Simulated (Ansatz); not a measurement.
# Ca (Im-3m) in Ansatz: reference runs

Aim: a first look at Ca with PBE, on the cell as given and on a disturbed one.

Program: Ansatz 0.2.0. These are calculated values, not measurements. Logs are shortened: lines on timing, memory, paths and dates and some standing lists are left out, and cuts for length are marked.

## (1) The structure

The structure is cubic, space group Im-3m (No. 229). The conventional cell has a = 4.480 Å, b = 4.480 Å, c = 4.480 Å, α = 90.00°, β = 90.00°, γ = 90.00°. Around Ca (site symmetry m-3m) lie 8 Ca at 3.88 Å.

This isn't the form of Ca at room conditions, which is fcc.

## (2) Single point, PBE

Input file input.yaml:

```yaml
crystal:
  lattice:
    - [-2.24, 2.24, 2.24]
    - [2.24, -2.24, 2.24]
    - [2.24, 2.24, -2.24]
  atoms:
    - { symbol: Ca, position: [0.0, 0.0, 0.0] }
kpoints:
  mp_grid: { grid: [8, 8, 8] }
scf:
  occupations: { method: fermi_dirac, width: 0.05 }
hamiltonian:
  xc: pbe
  pseudopotentials: { kind: all_electron, lapw: { basis_error: 0.001 } }
output:
  forces: true
  stress: true
  eigenvalues: true
  populations: true
```

Potentials or basis: all-electron LAPW, scalar-relativistic.

On the command line:

```sh
$ ansatz run input.yaml --threads 1 --pin off --max-ram 2560MiB --backend cpu --events-out ev --progress --plain --runs-dir out
```

The program printed:

```text
Warning: RAYON_NUM_THREADS=1 ignored (pool sized by the plan → 1); use --threads N
Ca: projections on atomic orbitals take those of the free atom 1s2 2s2 2p6 3s2 3p6 4s2, of charge +0.00 (hamiltonian.pseudopotentials.projection_atoms)
LAPW: plane waves up to 4.672 Å⁻¹, error target 1.0e-3 eV per atom; small_component_spin mean_spin; Ca in spheres of 1.940 Å, 10 of its electrons in bands, Dirac shells [] (how accurate: hamiltonian.pseudopotentials.lapw.basis_error, Limitations)
Engine: ansatz 0.2.0, aarch64-unknown-linux-gnu
Pseudopotentials: kind: all_electron
Pseudopotential: Ca, LAPW, valence charge 10, lapw/all_electron/scalar/gaussian/Ca, Koelling and Harmon's equation, gaussian nucleus
Functional definition: PBE
  parameter kappa = 0.804
  parameter beta = 0.06672455060314922
  exchange = pbe_x(kappa = kappa, mu = beta*pi^2/3)
  correlation = pbe_c(beta = beta)
Crystal: 1 atoms, lattice volume = 44.958 Å³
Basis set: ecut = 83.16486305493127 eV, 79 PW (Γ), exchange–correlation at level 2
Bands: 9, of which v1, the nominal top of the filled ones, is band 5 counted from 1 (4 counted from 0)
Symmetry: 48 space group operations
Space group: Im-3m (ITA 229), of the structure as read, at distance tolerance 3.6e-5 Å
k-points: 29 of 512
Non-local potential: Ca, projectors of the file, none
Initial density: superposition of atomic densities (chi_scale 0.1, normalization cell)
Initial wavefunctions: plane waves of lowest kinetic energy (no species holds an atomic orbital)
Functional: x = pbe(κ = 0.804, μ = 0.2195149727645171), c = pbe(β = 0.06672455060314922)
iter 1 solved again at ethr=5.73e-5 eV; its pass at ethr=1.00e-1 eV (dr2=5.73e-3 eV) is discarded
SCF iter   1: F=—  HF=-18514.441661 eV  |F-HF|=—  |Δ(HF+E_count)|=         —  Δρ=2.97e-3  dr2=5.77e-3  ethr=5.73e-5  ⟨swp⟩=3.7  Hψ=2114  notcnv=0
preconditioner: auto → Kerker (q_TF=auto, 2.124 Å⁻¹)  [metal: Δε(μ)=0.042 eV  Ē_g=3.375 eV  σ=0.050 eV  W_gap=0.20  n_scr=12 (ndim 8)  ℏωp=7.8 eV  f_vac=0.000  D(μ)=1.65/eV (n_scr^D=12)]
SCF iter   2: F=—  HF=-18514.445057 eV  |F-HF|=—  |Δ(HF+E_count)|=   3.40e-3  Δρ=2.37e-3  dr2=3.97e-3  ethr=5.73e-5  ⟨swp⟩=2.0  Hψ=832  notcnv=0
SCF iter   3: F=—  HF=-18514.448274 eV  |F-HF|=—  |Δ(HF+E_count)|=   3.22e-3  Δρ=1.28e-3  dr2=1.35e-3  ethr=3.97e-5  ⟨swp⟩=2.0  Hψ=827  notcnv=0
SCF iter   4: F=—  HF=-18514.448838 eV  |F-HF|=—  |Δ(HF+E_count)|=   5.64e-4  Δρ=4.02e-4  dr2=1.58e-4  ethr=1.35e-5  ⟨swp⟩=2.0  Hψ=828  notcnv=0
iter 5 solved again at ethr=5.29e-8 eV; its pass at ethr=1.58e-6 eV (dr2=5.29e-6 eV) is discarded
SCF iter   5: F=—  HF=-18514.448879 eV  |F-HF|=—  |Δ(HF+E_count)|=   4.10e-5  Δρ=8.15e-5  dr2=5.29e-6  ethr=5.29e-8  ⟨swp⟩=2.0  Hψ=1365  notcnv=0
SCF iter   6: F=—  HF=-18514.448879 eV  |F-HF|=—  |Δ(HF+E_count)|=   1.81e-7  Δρ=2.99e-5  dr2=5.26e-7  ethr=5.29e-8  ⟨swp⟩=2.0  Hψ=827  notcnv=0
SCF iter   7: F=-18514.448879 eV  HF=-18514.448879 eV  |F-HF|=3.93e-9  |Δ(HF+E_count)|=   8.67e-8  Δρ=3.15e-6  dr2=3.99e-9  ethr=5.26e-9  ⟨swp⟩=2.0  Hψ=827  notcnv=0
SCF 1 converged in 7 iterations: F = -18514.448879 eV  dr2 = 3.99e-9
SCF converged after 7 iterations
Free energy (F): -18514.448879 eV
Harris-Foulkes:  -18514.448879 eV  (|F-HF|=3.93e-9)
Internal energy: -18514.435649 eV  (E = F + TS)
E sigma→0 (E₀):  -18514.442264 eV
Entropy (-TS):   -0.013230 eV (-13.230 meV/atom)
Fermi energy:    4.809106 eV
--- Per-component energies (eV) ---
  E_band       = -177.926579
  E_kinetic    = 18657.984548
  E_xc         = -982.793019
  E_electrostatic = -36189.627178  (all electrons and nuclei)
  E_smearing   = -0.013230  (= −TS)
  E_closure    = 0.000000  (closes the sum)
  E_atoms      = -18512.560587  (free atoms, spherical and without spin; not in F)
  Σ components = -18514.448879   (vs F -18514.448879, Δ=0.00e0)
  Basis errors (estimates in eV, not in F): energy 3.2e-4 per atom: plane waves 3.2e-4 (1.7e-4 summed), levels above the bands 3.2e-29, relativity 5.0e-9, radial functions 5.5e-6, core shells 1.0e-10; eigenvalues (radial functions only) 1.5e-6; not estimated: angular momenta, meshes, grids; target (lapw.basis_error) 1.0e-3; muffin-tin radii Ca 1.940 Å
--- Forces (eV/Å), atoms counted from 1 ---
  atom   1  Ca    -0.00000000     0.00000000     0.00000000
  max |Σ_I F_I| component: 1.95e-32 eV/Å
--- Stress (GPa, compression-positive) ---
       -0.969932       0.000000      -0.000000
        0.000000      -0.969932       0.000000
       -0.000000       0.000000      -0.969932
  P = ⅓ Tr σ = -0.9699 GPa (-9.699 kbar)
--- Band table (eV; the first three rows and the last of 29) ---
  k-point 0: bands = ["-37.3914", "-18.3099", "-18.3099", "-18.3099", "0.8816", "7.0331", "7.0331", "7.0331", "8.0207"]
  k-point 1: bands = ["-37.3898", "-18.3264", "-18.3155", "-18.3099", "1.1476", "6.8791", "6.9083", "7.2283", "7.8722"]
  k-point 2: bands = ["-37.3859", "-18.3656", "-18.3289", "-18.3098", "1.9070", "6.3407", "6.5461", "7.7775", "7.8473"]
  k-point 28: bands = ["-37.3720", "-18.3905", "-18.3905", "-18.3905", "4.9492", "4.9492", "8.5053", "8.5053", "8.5053"]
--- Löwdin populations: 1 site ---
  site symbol       q [e]
     0     Ca     19.4774
  spilling = 0.026128 (of n_electrons = 20.000000)
```

Run time: 2.5 s. Hardware: 1 thread of Arm Neoverse N1, shared host; peak memory 0.19 GiB.

Results:

| Quantity | Value |
| --- | --- |
| Free energy | -18514.4489 eV |
| Pressure | -1.0 GPa |
| Band gap on the k mesh | none (metal or under the smearing width) |

Caveat: the cell was measured hot, at 740 K.

## (3) Single point, PBE (cell strained at random at fixed volume)

Edit input.yaml of step 2 so:

```diff
@@ -2,7 +2,7 @@
   lattice:
-    - [-2.24, 2.24, 2.24]
-    - [2.24, -2.24, 2.24]
-    - [2.24, 2.24, -2.24]
+    - [-2.251627, 2.213826, 2.234873]
+    - [2.216026, -2.237223, 2.222669]
+    - [2.283873, 2.269469, -2.25827]
   atoms:
-    - { symbol: Ca, position: [0.0, 0.0, 0.0] }
+    - { symbol: Ca, position: [0.010229, 0.005361, 0.017786] }
 kpoints:
```

Potentials or basis: all-electron LAPW, scalar-relativistic.

On the command line:

```sh
$ ansatz run input.yaml --threads 1 --pin off --max-ram 2560MiB --backend cpu --events-out ev --progress --plain --runs-dir out
```

It took 12 s on 1 thread of Arm Neoverse N1, shared host; peak memory 0.26 GiB.

It converged, with:

```
Free energy            : -18514.4481 eV
Pressure               : -1.0 GPa
Band gap on the k mesh : none (metal or under the smearing width)
```

Stress tensor (GPa, compression positive):
```
-0.96 -0.17  0.18
-0.17 -0.97  0.11
 0.18  0.11 -0.99
```

Levels at points of the mesh, in eV from the Fermi level:
```tsv
k point	band 2	band 3	band 4	band 5	band 6	band 7	band 8	band 9
(0.00, 0.00, 0.00)	-23.12	-23.12	-23.12	-3.93	2.17	2.19	2.30	3.19
(0.00, 0.00, -0.50)	-23.23	-23.16	-23.12	-0.89	-0.12	1.35	3.11	3.48
(0.00, -0.50, 0.00)	-23.24	-23.16	-23.12	-0.81	0.00	1.34	3.08	3.43
(0.00, -0.50, -0.50)	-23.23	-23.16	-23.12	-0.86	-0.07	1.30	3.14	3.49
(-0.50, 0.00, 0.00)	-23.23	-23.16	-23.12	-0.81	-0.01	1.31	3.11	3.45
(-0.50, 0.00, -0.50)	-23.23	-23.15	-23.12	-0.88	-0.10	1.32	3.14	3.49
(-0.50, -0.50, 0.00)	-23.24	-23.16	-23.12	-0.82	-0.02	1.37	3.05	3.42
(-0.50, -0.50, -0.50)	-23.21	-23.20	-23.19	0.13	0.15	3.63	3.69	3.78
```

Caveat: the cell was measured hot, at 740 K.
